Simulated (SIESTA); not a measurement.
**Sb in SIESTA: the effect of target pressure**

Sb:

```
Sb
1.0
     2.15420    1.24373    3.75800
    -2.15420    1.24373    3.75800
     0.00000   -2.48746    3.75800
Sb
2
Direct
  0.76651 0.76651 0.76651
  0.23349 0.23349 0.23349
```

Alike in all runs:

* Program: SIESTA 5.4.2
* Task: relaxation of cell and atoms
* Functional: PBE
* Potentials or basis: PseudoDojo 0.4 standard (PBE files)
* Basis: DZP (energy shift 0.003 Ry; two zetas on semicore shells)
* Grid cutoff: 500 Ry
* Energy shift: 0.003 Ry
* k mesh: 8 × 8 × 8
* Occupations: fermi-dirac, width 0.05 eV
* Spin: no spin polarisation

Each run relaxes the cell or the atoms first.

```csv
target pressure,target pressure,relaxed volume (Å³/atom)
0 GPa,-,?
2 GPa,2 GPa,30.52
5 GPa,5 GPa,28.87
10 GPa,10 GPa,27.00
20 GPa,20 GPa,24.41
```

Task: What does the run with target pressure 0 GPa give?

Result: Relaxed volume 31.99 Å³/atom.

Worked out: In Murnaghan's law V^(-B') rises as a straight line in P. The other rows fit best with B' = 4.0, V0 = 31.87 Å³/atom and B0 = 42 GPa, which gives 31.87 Å³/atom at 0 GPa, against the run's 31.99.

Caveats: the basis of atomic orbitals isn't converged, which shifts pressures, moduli and gaps; the volume moved by over 15 % at a fixed basis, so the end points are rough (some runs).
